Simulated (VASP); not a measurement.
Runs of VASP 6.6.1 on InP. Symmetry: F-43m, No. 216, cubic system. The conventional cell has a = 5.868 Å, b = 5.868 Å, c = 5.868 Å, α = 90.00°, β = 90.00°, γ = 90.00°. Around In (site symmetry -43m) lie 4 P at 2.54 Å. P (site symmetry -43m) has 4 In at 2.54 Å as nearest neighbours. The cell was built by a generator and isn't the measured one.

| cell | P gpa | target pressure | gap on the mesh (eV) | pressure (GPa) |
| --- | --- | --- | --- | --- |
| relaxed to 8.2 GPa | 8.2 | 8.2 GPa | (a) | 8.1 |
| relaxed to 5 GPa | 5 | 5 GPa | 0.83 | 5.0 |
| relaxed | 0 | - | 0.44 | 0.0 |
| relaxed to 2.5 GPa | 2.5 | 2.5 GPa | 0.65 | 2.5 |

Alike in all rows: task relaxation of cell and atoms; level PBE; potentials or basis VASP PAW PBE potentials, release 64 (In_d, P); no spin polarisation; k mesh 10 × 10 × 10; cutoff (eV) 600; smearing fermi-dirac 0.05 eV.

Problem. Estimate the missing entries.

Solution. (a) 1.02.

Caveats: spin-orbit coupling is left out, which moves the levels of the heavy elements; the cell is relaxed towards a set pressure, so the enthalpy falls and the energy may rise (some runs).

A k mesh can miss the band edges, and the runs leave out spin-orbit coupling on In.
